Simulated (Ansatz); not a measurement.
# ZrO2: the cost of one run

Program: Ansatz 0.2.0. Level of theory: DFT PBE, scalar-relativistic, plane waves, PAW. These are calculated values, not measurements.

1 further run of the same task is left out (set aside as unsound or not needed).

## 1. The starting structure

Symmetry: P4_2/nmc, No. 137, tetragonal system. The conventional cell has a = 3.621 Å, b = 3.621 Å, c = 5.282 Å, α = 90.00°, β = 90.00°, γ = 90.00°. Zr (site symmetry -4m2) has 4 O at 2.08 Å as nearest neighbours. O (site symmetry 2mm) has 2 Zr at 2.08 Å as nearest neighbours.

Coordinates:

```cif
data_structure
_symmetry_space_group_name_H-M 'P4_2/nmc:1'
_symmetry_Int_Tables_number 137
_cell_length_a 3.6211
_cell_length_b 3.6211
_cell_length_c 5.2825
_cell_angle_alpha 90.000
_cell_angle_beta 90.000
_cell_angle_gamma 90.000
_cell_volume 69.26
loop_
_atom_site_label
_atom_site_type_symbol
_atom_site_symmetry_multiplicity
_atom_site_Wyckoff_symbol
_atom_site_fract_x
_atom_site_fract_y
_atom_site_fract_z
_atom_site_occupancy
Zr1 Zr 2 a 0.00000 0.00000 0.00000 1
O1 O 4 d 0.00000 0.50000 0.19279 1
```

It is the result of an earlier relaxation at this level (volume 11.54 Å³/atom; gap on the mesh: 4.06 eV).

## 2. The undisturbed cell

Input file input.yaml:

```yaml
crystal:
  lattice:
    - [3.6210708603, 0.0, 0.0]
    - [0.0, 3.6210708603, 0.0]
    - [0.0, 0.0, 5.2824584807]
  atoms:
    - { symbol: Zr, position: [0.0, 0.0, 0.0] }
    - { symbol: Zr, position: [0.5, 0.5, 0.5] }
    - { symbol: O, position: [0.0, 0.5, 0.1927881322] }
    - { symbol: O, position: [0.0, 0.5, 0.6927881322] }
    - { symbol: O, position: [0.5, 0.0, 0.3072118678] }
    - { symbol: O, position: [0.5, 0.0, 0.8072118678] }
basis:
  ecutwfc: 420
kpoints:
  mp_grid: { grid: [6, 6, 4] }
hamiltonian:
  xc: pbe
scf:
  occupations: { method: gaussian, width: 0.05 }
output:
  forces: true
  stress: true
  eigenvalues: true
```

Run with:

```console
$ ansatz run input.yaml --threads 2 --pin off --max-ram 5120MiB --backend cpu --events-out ev --progress --plain --runs-dir out
```

Q: Estimate wall time and peak memory on 2 threads of Intel Xeon Platinum 8488C (Sapphire Rapids), shared host.

About 1.1 s, with a peak of 0.42 GiB.
